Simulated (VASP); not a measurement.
Set up this calculation in VASP 6.6.1, as the native input.

* Task: band structure
* Functional: PBE
* Potentials or basis: VASP PAW PBE potentials, release 64 (W_sv_GW, C_GW)
* Cutoff: 600 eV
* k mesh: 10 × 10 × 9
* Occupations: fermi-dirac, width 0.05 eV
* Spin: no spin polarisation
* Further INCAR settings: ALGO = Normal; EDIFF = 1e-06

WC (Qusongite):

```
W C
1.0
     2.90650    0.00000    0.00000
    -1.45325    2.51710    0.00000
     0.00000    0.00000    2.83660
W C
1 1
Direct
  0.00000 0.00000 0.00000
  0.66667 0.33333 0.50000
```

One way to write it, as run:

POSCAR

```
WC
1.0
    2.9065000000      0.0000000000      0.0000000000
   -1.4532500000      2.5171028361      0.0000000000
    0.0000000000      0.0000000000      2.8366000000
W C
1 1
Direct
    0.0000000000      0.0000000000      0.0000000000
    0.6666666667      0.3333333333      0.5000000000
```

INCAR.step1

```
SYSTEM = WC
  PREC = Accurate
  ENCUT = 600
  EDIFF = 1E-6
  ISMEAR = -1
  SIGMA = 0.05
  LREAL = .FALSE.
  LASPH = .TRUE.
  NELM = 60
  ALGO = Normal
  ISIF = 2
  LWAVE = .FALSE.
  LCHARG = .TRUE.
  LMAXMIX = 4
  GGA = PE
```

KPOINTS.step1

```
regular mesh
0
G
  10 10 9
  0 0 0
```

INCAR.step2

```
SYSTEM = WC
  PREC = Accurate
  ENCUT = 600
  EDIFF = 1E-6
  ISMEAR = 0
  SIGMA = 0.05
  LREAL = .FALSE.
  LASPH = .TRUE.
  NELM = 60
  ALGO = Normal
  ISIF = 2
  LWAVE = .FALSE.
  LCHARG = .FALSE.
  LMAXMIX = 4
  GGA = PE
  ICHARG = 11
```

KPOINTS.step2

```
path GMKGALHA,LM,KH
20
line-mode
reciprocal
 0.0000000000  0.0000000000  0.0000000000  G
 0.5000000000  0.0000000000  0.0000000000  M

 0.5000000000  0.0000000000  0.0000000000  M
 0.3333333333  0.3333333333  0.0000000000  K

 0.3333333333  0.3333333333  0.0000000000  K
 0.0000000000  0.0000000000  0.0000000000  G

 0.0000000000  0.0000000000  0.0000000000  G
 0.0000000000  0.0000000000  0.5000000000  A

 0.0000000000  0.0000000000  0.5000000000  A
 0.5000000000  0.0000000000  0.5000000000  L

 0.5000000000  0.0000000000  0.5000000000  L
 0.3333333333  0.3333333333  0.5000000000  H

 0.3333333333  0.3333333333  0.5000000000  H
 0.0000000000  0.0000000000  0.5000000000  A

 0.5000000000  0.0000000000  0.5000000000  L
 0.5000000000  0.0000000000  0.0000000000  M

 0.3333333333  0.3333333333  0.0000000000  K
 0.3333333333  0.3333333333  0.5000000000  H
```

Potentials or basis: VASP PAW PBE potentials, release 64 (W_sv_GW, C_GW).

The run is started by

```sh
$ cat potpaw_PBE.64/W_sv_GW/POTCAR potpaw_PBE.64/C_GW/POTCAR > POTCAR
$ cp INCAR.step1 INCAR
$ cp KPOINTS.step1 KPOINTS
$ mpirun -np 1 vasp_std > vasp.out
$ cp INCAR.step2 INCAR
$ cp KPOINTS.step2 KPOINTS
$ mpirun -np 1 vasp_std > vasp.out
```

Results of the run:

```yaml
Band_gap_along_the_path: none (metal or under the smearing width)
```

Caveat: the log is that of the step along the path at fixed density, whose energy, stress, charges and moments have no meaning; spin-orbit coupling is left out, which moves the levels of the heavy elements.

Wall time 29 s on 1 thread of AMD EPYC 9R45 (Zen 5), on a shared host, peak memory 0.16 GiB.
